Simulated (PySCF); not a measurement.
**Telling isomers of C4H8 apart by NMR**

How the numbers were obtained: coordinates at the GFN2-xTB level, shieldings: GIAO PBE0/pcSseg-1, B3LYP/pcJ-1 coupling constants (spin–dipole term left out of most H,H and C,H couplings), in PySCF 2.14 (single conformer, non-relativistic Hamiltonian, no solvent model, averaged over atoms made equivalent by symmetry, fast rotation or ring inversion).

Shifts are taken against calculated references (same method and geometry level): TMS for 1H and 13C. Multiplet labels drop J under 1 Hz and among equivalent protons, and merge close values. Unscaled 3J(H,H) run several per cent high. Shifts are as computed. Against solution values, carbons near 30 ppm lie about +3 ppm off and those near 130 ppm about +5 ppm. Of 1211 compounds with measured shifts, 218 miss one by over three times the rms of a fit or turn the order of signals round; such compounds aren't used in these exercises.

(1) Tabulate the signals of `C/C=C\C`, `C=CCC` and their relative energies.

(2) What is the quickest way to tell C/C=C\C from C=CCC?

## Answers

(1) 
```json
{"SMILES": "C/C=C\\C", "carbon types": "2×CH 2×CH3", "δC": "131.8, 15.4", "δH": "5.73 (m, 2H), 1.80 (m, 6H)", "E rel. (kcal/mol)": "0.0"}
{"SMILES": "C=CCC", "carbon types": "1×CH 2×CH2 1×CH3", "δC": "150.2, 120.2, 34.1, 17.4", "δH": "6.15 (ddt, 1H), 5.38 (dt, 1H), 5.20 (dt, 1H), 2.13 (quint of t, 2H), 1.06 (t, 3H)", "E rel. (kcal/mol)": "2.4"}
```

Energies are electronic energies at PBE0/pcSseg-1 on these geometries, without zero-point or thermal terms, each for the one conformer computed, which needn't be the lowest.

(2) Count the carbon signals: 2 against 4. The first has an alkene CH at 131.8 ppm, the second a terminal =CH2 carbon at 120.2 ppm. Their most deshielded carbons lie at 131.8 and 150.2 ppm. In the proton spectra the most deshielded non-exchanging signals are 5.73 (m, 2H) and 6.15 (ddt, J = 17.4, 11.2, 7.8 Hz, 1H).
